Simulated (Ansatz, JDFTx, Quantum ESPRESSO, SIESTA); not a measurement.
AlN: programs and potentials compared

```xyz
2
Lattice="0.0000 2.1840 2.1840 2.1840 0.0000 2.1840 2.1840 2.1840 0.0000" Properties=species:S:1:pos:R:3 pbc="T T T"
Al    0.0000    0.0000    0.0000
N     1.0920    1.0920    1.0920
```

Measurements of this composition are mostly on another form, of space group No. 186.

Alike in all runs: task equation of state; functional PBEsol; k mesh 10 × 10 × 10; occupations fermi-dirac, width 0.05 eV; no spin polarisation; no spin-orbit coupling.

```csv
program and potentials,plane-wave cutoff (eV),notes,equilibrium volume (Å³/atom),bulk modulus (GPa)
"Ansatz, Ansatz PAW",420,"potentials made for PBE, which Ansatz adapts in part",?,?
"Ansatz, PseudoDojo PBEsol stringent",1143,-,10.48,200.8
"JDFTx, PseudoDojo-SR-PBEsol-0.4.1-standard",1143,-,10.48,200.8
"SIESTA, files PseudoDojo sr-pbesol-0.4.1-standard, DZP (energy shift 0.002 Ry; radii capped at 9.5 bohr)",-,atomic basis,10.58,198.1
"Quantum ESPRESSO, PseudoDojo 0.4.1 SR PBEsol standard",1143,-,10.48,200.8
```

Problem. Estimate from the other rows what the run with Ansatz, Ansatz PAW gave.

Solution. Equilibrium volume 10.49 Å³/atom; bulk modulus 200.5 GPa. The other rows, which needn't bracket it: equilibrium volume 10.48 to 10.58; bulk modulus 198.1 to 200.8.
